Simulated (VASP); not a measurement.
# Si in VASP 6.6.1, single-point calculation

INCAR

```
ISIF = 2
EDIFF = 1E-7
ISMEAR = -1
ENCUT = 520
PREC = Accurate
LREAL = .TRUE.
NELM = 120
LCHARG = .FALSE.
LASPH = .TRUE.
NSW = 0
NBANDS = 16
GGA = PE
IBRION = -1
SIGMA = 0.02
LWAVE = .FALSE.
```

KPOINTS

```
KPOINTS created by Atomic Simulation Environment
0
Monkhorst-Pack
12 12 4
0 0 0
```

POSCAR

```
Si
 1.0000000000000000
     3.8321295590073570    0.0000000000000000    0.0000000000000000
    -1.9160647795036785    3.3187215486936292    0.0000000000000000
     0.0000000000000000    0.0000000000000000    6.4046290290999996
 Si
   4
Cartesian
 -0.0000000000000000  2.2124810324624189  0.0070885391266683
  1.9160647795036780  1.1062405162312094  3.2094030536766671
 -0.0000000000000000  2.2124810324624189  2.3946473467858316
  1.9160647795036780  1.1062405162312094  5.5969618613358296
```

The recommended PBE PAW datasets give the neutral cell 16 valence electrons.

Command

```
mpirun -np 1 vasp_std
```

Q: Predict the outcome of this run.

A: It converged. Results: gap between bands v and c on the k mesh 0.68 eV; least direct gap on the k mesh 1.47 eV; pressure 0.4 GPa. Band v is the last that the valence electrons fill when counted band by band, and c is the next.

OSZICAR

```
N       E                     dE             d eps       ncg     rms          rms(c)
DAV:   1     0.258100810759E+02    0.25810E+02   -0.59545E+03  2688   0.816E+02
DAV:   2    -0.201186206021E+02   -0.45929E+02   -0.41796E+02  3672   0.121E+02
DAV:   3    -0.219727801885E+02   -0.18542E+01   -0.18374E+01  3680   0.227E+01
DAV:   4    -0.219953755261E+02   -0.22595E-01   -0.22591E-01  3440   0.316E+00
DAV:   5    -0.219957707902E+02   -0.39526E-03   -0.39524E-03  3688   0.400E-01    0.677E+00
DAV:   6    -0.217551021298E+02    0.24067E+00   -0.97445E-02  3312   0.148E+00    0.412E+00
DAV:   7    -0.216439660609E+02    0.11114E+00   -0.20719E-01  3336   0.225E+00    0.240E-01
DAV:   8    -0.216462726060E+02   -0.23065E-02   -0.15183E-02  3312   0.631E-01    0.111E-01
DAV:   9    -0.216467172018E+02   -0.44460E-03   -0.61166E-04  3688   0.144E-01    0.845E-02
DAV:  10    -0.216468599491E+02   -0.14275E-03   -0.14753E-04  3208   0.608E-02    0.140E-02
DAV:  11    -0.216468654637E+02   -0.55146E-05   -0.88454E-06  3720   0.160E-02    0.107E-02
DAV:  12    -0.216468675008E+02   -0.20372E-05   -0.22193E-06  3112   0.822E-03    0.213E-03
DAV:  13    -0.216468674275E+02    0.73318E-07   -0.23106E-07  3632   0.248E-03
   1 F= -.21646867E+02 E0= -.21646867E+02  d E =-.436641E-09
```

These settings aren't sound, so the numbers aren't properties of the crystal. The shifted mesh misses Γ, so a band edge there is missed.

On sound settings PBE gives a gap of 0.48 eV on its mesh and a pressure of 0.2 GPa for the intended cell.
